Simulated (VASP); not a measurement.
**HfB: phonons with PBEsol**

The system is HfB.

```
CELL_PARAMETERS angstrom
0.00000 2.31000 2.31000
2.31000 0.00000 2.31000
2.31000 2.31000 0.00000
ATOMIC_POSITIONS crystal
Hf 0.50000 0.50000 0.50000
B 0.00000 0.00000 0.00000
```

* Program: VASP 6.6.1
* Task: phonons
* Functional: PBEsol
* Potentials or basis: VASP PAW PBE potentials, release 64 (Hf_pv, B)
* Cutoff: 600 eV
* k mesh: 7 × 7 × 7
* Occupations: gaussian, width 0.02 eV
* Spin: no spin polarisation
* Further INCAR settings: ALGO = Normal; EDIFF = 1e-08; IBRION = 8; NSW = 1

```yaml
Relaxed_volume: 13.75 Å³/atom
Relaxed_cell: a = 3.388 Å, b = 3.388 Å, c = 3.388 Å, α = 60.00°, β = 60.00°, γ = 60.00°
Space_group_after_relaxing_to_0.05_Å: Fm-3m (No. 225)
Highest_phonon_frequency_at_Γ_LO-TO_splitting_left_out: 469 cm⁻¹
```

Step by step:
```
step  energy change (eV)  largest force (eV/Å)  pressure (GPa)  volume (Å³)
   1              0.0000                0.0000           24.37        24.65
   2              0.1234                0.0000          -20.18        31.97
   3             -0.1967                0.0000           -0.60        27.59
   4             -0.1969                0.0000           -0.06        27.51
   5             -0.1968                0.0000            0.33        27.45
   6             -0.1968                0.0000            0.32        27.45
   7             -0.1968                0.0000            0.29        27.46
   8             -0.1968                0.0000            0.29        27.46
   9             -0.1968                0.0000            0.29        27.46
  10             -0.1968                0.0000            0.29        27.46
  11             -0.1968                0.0000            0.29        27.46
  12             -0.1968                0.0000            0.28        27.46
  13             -0.1968                0.0000            0.27        27.46
  14             -0.1968                0.0000            0.24        27.46
  15             -0.1968                0.0000            0.19        27.47
  16             -0.1969                0.0000            0.08        27.49
  17             -0.1968                0.0000           -0.13        27.52
  18             -0.1969                0.0000            0.00        27.50
```

Final structure:
```xyz
2
Lattice="0.0000 2.3957 2.3957 2.3957 0.0000 2.3957 2.3957 2.3957 0.0000" Properties=species:S:1:pos:R:3 pbc="T T T"
Hf    2.3957    2.3957    2.3957
B     0.0000    0.0000    0.0000
```

Phonon frequencies in cm⁻¹ (negative: imaginary):
```csv
q point,frequencies
"(0.000, 0.000, 0.000)",0 0 0 469 469 469
```

It took 77 s on 1 thread of AMD EPYC 9R45 96-Core Processor (Zen 5), with other jobs on the host, peak memory 0.16 GiB.

Caveat: the PAW data sets were made with another functional, which shifts forces and pressure a little. Spin-orbit coupling is left out, which matters for the levels of Hf.
